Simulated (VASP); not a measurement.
# MgI2: relaxation of cell and atoms with PBE+D3(BJ)

Crystal: MgI2.

```
Mg I
1.0
     4.15370    0.00000    0.00000
    -2.07685    3.59721    0.00000
     0.00000    0.00000    6.86200
Mg I
1 2
Direct
  0.00000 0.00000 0.00000
  0.33333 0.66667 0.75763
  0.66667 0.33333 0.24237
```

```yaml
Program: VASP 6.6.1
Task: relaxation of cell and atoms
Functional: PBE
Dispersion: D3(BJ)
Potentials_or_basis: VASP PAW PBE potentials, release 64 (Mg, I)
Cutoff: 600 eV
k_mesh: 6 × 6 × 4
Occupations: gaussian, width 0.02 eV
Spin: no spin polarisation
Further_INCAR_settings: ALGO = Fast; EDIFF = 1e-07; IBRION = 2; EDIFFG = -0.004; NSW = 80; ISIF = 3
```

```yaml
Relaxed_volume: 33.50 Å³/atom
Relaxed_cell: a = 4.122 Å, b = 4.122 Å, c = 6.830 Å, α = 90.00°, β = 90.00°, γ = 120.00°
Space_group_after_relaxing_to_0.05_Å: P-3m1 (No. 164)
Energy_gained_by_relaxing: 0.9 meV/atom
Ionic_steps: 14
Pressure_after_relaxing: 0.0 GPa
Band_gap_on_the_k_mesh: 3.52 eV, indirect (least direct gap 3.76 eV)
Dispersion_energy_per_atom: -0.316 eV
```

Forces in eV/Å, atoms in the order of the input:
```
Mg   0.000  0.000  0.000
I    0.000  0.000 -0.002
I    0.000  0.000  0.002
```

The path:
```tsv
step	energy change (eV)	largest force (eV/Å)	pressure (GPa)	volume (Å³)
1	0.0000	0.0285	-0.31	102.53
2	-0.0016	0.0575	-0.04	101.56
3	-0.0018	0.0701	0.08	101.17
4	-0.0023	0.0399	0.04	101.12
5	-0.0024	0.0172	0.00	101.09
6	-0.0025	0.0133	-0.02	101.10
7	-0.0026	0.0013	-0.09	101.15
8	-0.0026	0.0034	-0.08	101.07
9	-0.0027	0.0084	-0.04	100.84
10	-0.0027	0.0192	0.05	100.38
11	-0.0027	0.0123	-0.01	100.69
12	-0.0028	0.0104	-0.01	100.65
13	-0.0028	0.0042	0.00	100.55
14	-0.0028	0.0024	0.01	100.51
```

Final structure:
```
CELL_PARAMETERS angstrom
4.12217 0.00000 0.00000
-2.06109 3.56990 0.00000
0.00000 0.00000 6.83013
ATOMIC_POSITIONS crystal
Mg 0.00000 0.00000 0.00000
I 0.33333 0.66667 0.75468
I 0.66667 0.33333 0.24532
```

Levels at points of the mesh, in eV from the valence-band top:
| k point | band 4 | band 5 | band 6 | band 7 | band 8 | band 9 | band 10 | band 11 | band 12 |
| --- | --- | --- | --- | --- | --- | --- | --- | --- | --- |
| (0.00, 0.00, 0.00) | -0.43 | -0.43 | -0.04 | -0.04 | 0.00 | 3.76 | 4.81 | 6.75 | 6.75 |
| (0.50, 0.00, 0.00) | -2.87 | -1.95 | -1.39 | -0.96 | -0.45 | 3.65 | 5.32 | 5.44 | 6.93 |
| (0.00, 0.00, 0.50) | -1.55 | -0.32 | -0.32 | -0.16 | -0.16 | 4.75 | 4.90 | 6.56 | 6.56 |
| (0.50, 0.00, 0.50) | -3.29 | -1.20 | -1.16 | -0.84 | -0.72 | 3.54 | 5.17 | 5.62 | 6.01 |

Wall time 6.4 min on 1 thread of AMD EPYC 7R13 Processor (Zen 3) (shared host), peak memory 0.26 GiB.

Caveat: spin-orbit coupling is left out, which moves the levels of the heavy elements. A k mesh can miss the band edges.
